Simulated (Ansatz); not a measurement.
NbAs:

```xyz
4
Lattice="-1.7259 1.7259 5.8400 1.7259 -1.7259 5.8400 1.7259 1.7259 -5.8400" Properties=species:S:1:pos:R:3 pbc="T T T"
Nb    0.0000    1.7259    0.0000
Nb    0.0000    0.0000    8.7600
As    0.0000    1.7259    4.8589
As    0.0000    0.0000    1.9389
```

```yaml
Program: Ansatz 0.2.0
Task: relaxation of cell and atoms
Functional: PBE
Dispersion: D4
Potentials_or_basis: Ansatz PAW
Cutoff: "420 eV (not typed: the program's choice for these potentials)"
k_mesh: 11 × 11 × 11
Occupations: fermi-dirac, width 0.05 eV
Spin: no spin polarisation
```

At the start: volume 17.39 Å³/atom.

Q: How do energy, volume and symmetry change on relaxing?

A: It ends after 5 steps and the volume is 17.32 Å³/atom (-0.4 %); space group I4_1md (No. 109, to 0.05 Å).

The path:
```
step  energy change (eV)  largest force (eV/Å)  volume (Å³)
   1              0.0000                0.2974        69.58
   2             -0.0043                0.1600        68.90
   3             -0.0088                0.0151        69.34
   4             -0.0088                0.0009        69.27
   5             -0.0088                0.0009        69.27
```

Final structure:
```cif
data_structure
_symmetry_space_group_name_H-M 'P 1'
_symmetry_Int_Tables_number 1
_cell_length_a 6.3071
_cell_length_b 6.3071
_cell_length_c 6.3071
_cell_angle_alpha 148.242
_cell_angle_beta 148.242
_cell_angle_gamma 45.528
_cell_volume 69.27
loop_
_atom_site_label
_atom_site_type_symbol
_atom_site_fract_x
_atom_site_fract_y
_atom_site_fract_z
_atom_site_occupancy
Nb1 Nb 0.49874 0.99874 0.50000 1
Nb2 Nb 0.74874 0.74874 0.00000 1
As1 As 0.91726 0.41726 0.50000 1
As2 As 0.16726 0.16726 0.00000 1
```

Caveat: the plane-wave basis is chosen anew once the cell has moved, so the energies of steps on either side of that aren't comparable.
